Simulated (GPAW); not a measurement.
The system is V.

```
V
1.0
     2.62293    0.00000    0.00000
    -0.87431    2.47292    0.00000
    -0.87431   -1.23646    2.14161
V
1
Direct
  0.00000 0.00000 0.00000
```

Base run:

* Program: GPAW 26.7.0
* Functional: BLYP
* Potentials or basis: PAW data sets generated in the run's folder for this functional
* Cutoff: 600 eV
* Basis: pw
* k mesh: 10 × 10 × 10
* Occupations: fermi-dirac, width 0.05 eV
* Spin: collinear spin, ferromagnetic start
* Starting moments: [2.0] μB

Its results: pressure 0.4 GPa; net moment 0.00 μB per cell.

Q: The run is repeated on the same cell with these changes: functional from BLYP to LDA; band points from 60 to 80. What comes out?

A: Pressure -16.4 GPa; net moment 0.00 μB per cell.

Caveats: so large a pressure means that the cell lies far from this level's equilibrium, or that cutoff or potentials fall short (some runs).

Not every run made on this cell is shown here.
